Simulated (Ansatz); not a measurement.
# PbI2: LAPW beside PAW

Does the method matter for PbI2? The same cell, functional and mesh are run with all-electron LAPW, PAW on the default files and datasets made for this crystal.

Method: DFT PBEsol, scalar-relativistic, in Ansatz 0.2.0.

## Step 1: The system as given

It takes space group P-3m1 (No. 164, trigonal). The conventional cell has a = 4.613 Å, b = 4.613 Å, c = 7.257 Å, α = 90.00°, β = 90.00°, γ = 120.00°. Pb (site symmetry -3m) is surrounded by 6 I at 3.26 Å. I (site symmetry 3m) has 3 Pb at 3.26 Å as nearest neighbours.

Structure file:

```
Pb I
1.0
     4.61269    0.00000    0.00000
    -2.30635    3.99471    0.00000
     0.00000    0.00000    7.25703
Pb I
1 2
Direct
  0.00000 0.00000 0.00000
  0.66667 0.33333 0.74095
  0.33333 0.66667 0.25905
```

Structure from a Materials Project entry, not relaxed further.

Atoms are numbered in the order of the input: Pb1, I2, I3.

## Step 2: All-electron LAPW

The input, input.yaml:

```yaml
crystal:
  lattice:
    - [4.6126901201, 0.0, 0.0]
    - [-2.3063450601, 3.9947068238, 0.0]
    - [0.0, 0.0, 7.2570292713]
  atoms:
    - { symbol: Pb, position: [0.0, 0.0, 0.0] }
    - { symbol: I, position: [0.6666666667, 0.3333333333, 0.74094648] }
    - { symbol: I, position: [0.3333333333, 0.6666666667, 0.25905352] }
kpoints:
  mp_grid: { grid: [6, 6, 4] }
  band_path:
    path:
      - [0.0, 0.0, 0.0]
      - [0.5, 0.0, 0.0]
      - [0.3333333333, 0.3333333333, 0.0]
      - [0.0, 0.0, 0.0]
      - [0.0, 0.0, 0.5]
      - [0.5, 0.0, 0.5]
      - [0.3333333333, 0.3333333333, 0.5]
      - [0.0, 0.0, 0.5]
      - [0.5, 0.0, 0.5]
    npoints: 8
scf:
  occupations: { method: fermi_dirac, width: 0.02 }
hamiltonian:
  xc: pbesol
  pseudopotentials: { kind: all_electron, lapw: { basis_error: 0.001 } }
output:
  forces: true
  stress: true
  eigenvalues: true
  populations: true
  dos: { projected: true, de: 0.2, e_range: [-14, 8] }
```

Run with:

```bash
$ ansatz run input.yaml --threads 1 --pin off --max-ram 3072MiB --backend cpu --events-out ev --progress --plain --runs-dir out
```

## Step 3: PAW on the default files

Changes to input.yaml since step 2:

```diff
@@ -27,3 +27,3 @@
   xc: pbesol
-  pseudopotentials: { kind: all_electron, lapw: { basis_error: 0.001 } }
+  pseudopotentials: { kind: paw }
 output:
@@ -32,3 +32,9 @@
   eigenvalues: true
+  efg: { contact_densities: true }
   populations: true
+  bader: true
   dos: { projected: true, de: 0.2, e_range: [-14, 8] }
+  write_density: true
+  write_potential: true
+  elf: true
+  volumetric_format: npy
```

## Step 4: Datasets made for this crystal

Changes to input.yaml since step 3:

```diff
@@ -27,3 +27,3 @@
   xc: pbesol
-  pseudopotentials: { kind: paw }
+  pseudopotentials: { kind: all_electron, datasets: crystal }
 output:
@@ -33,8 +33 @@
   efg: { contact_densities: true }
-  populations: true
-  bader: true
-  dos: { projected: true, de: 0.2, e_range: [-14, 8] }
-  write_density: true
-  write_potential: true
-  elf: true
-  volumetric_format: npy
```

(Steps that only read results are left out.)

**Question.** What will these runs give? Wanted: pressure; gap; largest force; Bader charges; highest ELF.

As calculated:

```
           quantity                                               value
           pressure   LAPW -1.01, PAW -1.02, crystal datasets -1.01 GPa
         gap (LAPW)                                2.24 eV, direct at A
      largest force  LAPW 0.178, PAW 0.178, crystal datasets 0.177 eV/Å
Bader charges (PAW)                               Pb1 +0.91, I2 -0.46 e
  highest ELF (PAW)                                 0.80, 1.26 Å from I
```

At this geometry the cell is under tension of 1.0 GPa, so it would shrink if let go. A gap opens: 2.24 eV, direct at A. Spin-orbit coupling is left out, though the cell holds Pb; it can shift such gaps by tenths of an eV. I 5p states make 93 % of the projected weight in the top eV of the valence band. The projection holds only the free atom's occupied shells (Pb 6s, Pb 6p, I 5s, I 5p in this range). The field gradient at Pb1, the largest by crystal datasets, is 1.40 by PAW and 1.44 by crystal datasets (10²¹ V/m²), within 5 %. No spin–orbit coupling: at heavy atoms the gradients can be off by tens of per cent for that reason. In pressure, PAW differs from LAPW by less than 0.01 GPa and less than 0.01 eV in the gap. The forces differ by at most 1 meV/Å in a component, on a largest force of 0.178 eV/Å.

These are semilocal Kohn-Sham gaps, which aren't the measured quantity. Such gaps usually fall short of the measured ones; spin-orbit coupling, left out here, narrows gaps with I, Pb, so the two errors partly cancel.
